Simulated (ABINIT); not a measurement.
# Converging the plane-wave cutoff: SrF2 (I4mm, 3 atoms in the cell)

```
CELL_PARAMETERS angstrom
      0.00000     2.88550     2.88550
      2.88550     0.00000     2.88550
      2.88550     2.88550     0.00000
ATOMIC_POSITIONS crystal
  Sr 0.00866 0.00866 0.99134
  F  0.25000 0.25000 0.25000
  F  0.75000 0.75000 0.75000
```

Method of the run: PBE, PAW (JTH v2.0 PBE PAW) (plane waves; ABINIT).

Base settings: pseudos = [Sr.GGA_PBE-JTH.xml, F.GGA_PBE-JTH.xml]; ecut = 653 eV; pawecutdg = 1306 eV; pawxcdev = 0; occopt = 3; tsmear = 0.02 eV; ngkpt = 3 3 3; nshiftk = 1; shiftk = 0 0 0; potentials = JTH v2.0 PBE PAW.

Moved along: pawecutdg.

The second cell is the first with its lattice scaled by 0.98.

The mesh stays at the base's, so the ladder's end is converged at best in this setting alone.

Only quantities that move along the ladder and can be compared are tabulated; the gap is left out on so coarse a mesh.

The count of work is k-points × plane waves × bands × iterations; it is no time. 

The starting cell has typed, rounded lattice constants, without a prior relaxation at this level. Its lattice was rescaled by up to half a per cent. One atom was moved a little off its site on purpose.

Steps (ecut): 223 eV; 256 eV; 299 eV; 327 eV; 354 eV; 381 eV; 435 eV; 517 eV; 571 eV; 653 eV; 707 eV; 762 eV; 871 eV; 952 eV; 1116 eV; 1279 eV; 1524 eV.

What is the coarsest ecut that holds the free energy within 5 meV/atom of the last step, with all finer ones?

952 eV; the step before is off by 8.8 meV/atom.

What is the coarsest ecut that holds the energy of the compressed cell less the first within 0.2 meV/atom of the last step, with all finer ones?

871 eV, at 0.43 of the last step's count of work; the step before is off by 0.26 meV/atom.

What is the coarsest ecut that holds the pressure within 0.05 GPa of the last step, with all finer ones?

1116 eV; the step before is off by 0.20 GPa.

| ecut | free energy less the last step's (meV/atom) | energy of the compressed cell less the first (meV/atom) | pressure (GPa) | largest difference of a force vector from the last step's (eV/Å) | count of work / last |
|---|---|---|---|---|---|
| 223 eV | 11915.04 | 34.76 | -307.56 | 0.012 | 0.050 |
| 256 eV | 6767.19 | 57.41 | -206.53 | 0.096 | 0.064 |
| 299 eV | 3080.71 | 3.75 | -113.61 | 0.008 | 0.082 |
| 327 eV | 1735.65 | 70.85 | -72.18 | 0.017 | 0.093 |
| 354 eV | 1010.98 | 25.41 | -46.15 | 0.016 | 0.099 |
| 381 eV | 549.23 | 68.85 | -26.86 | 0.005 | 0.11 |
| 435 eV | 186.67 | 27.28 | -8.54 | 0.002 | 0.15 |
| 517 eV | 46.19 | 33.64 | 1.86 | 0.001 | 0.19 |
| 571 eV | 37.86 | 33.69 | 3.00 | 0.001 | 0.23 |
| 653 eV | 34.28 | 34.19 | 2.80 | 0.001 | 0.27 |
| 707 eV | 28.86 | 33.87 | 2.54 | 0.001 | 0.32 |
| 762 eV | 21.18 | 33.98 | 2.41 | 0.001 | 0.33 |
| 871 eV | 8.76 | 33.77 | 2.67 | 0.000 | 0.43 |
| 952 eV | 3.70 | 33.78 | 2.92 | 0.000 | 0.49 |
| 1116 eV | 1.41 | 33.79 | 3.17 | 0.001 | 0.63 |
| 1279 eV | 1.16 | 33.70 | 3.12 | 0.001 | 0.77 |
| 1524 eV | 0.00 | 33.72 | 3.12 | 0.000 | 1.0 |

At the lowest cutoff the pressure lies 311 GPa under the last step's, the usual sign of Pulay stress in an incomplete plane-wave basis.
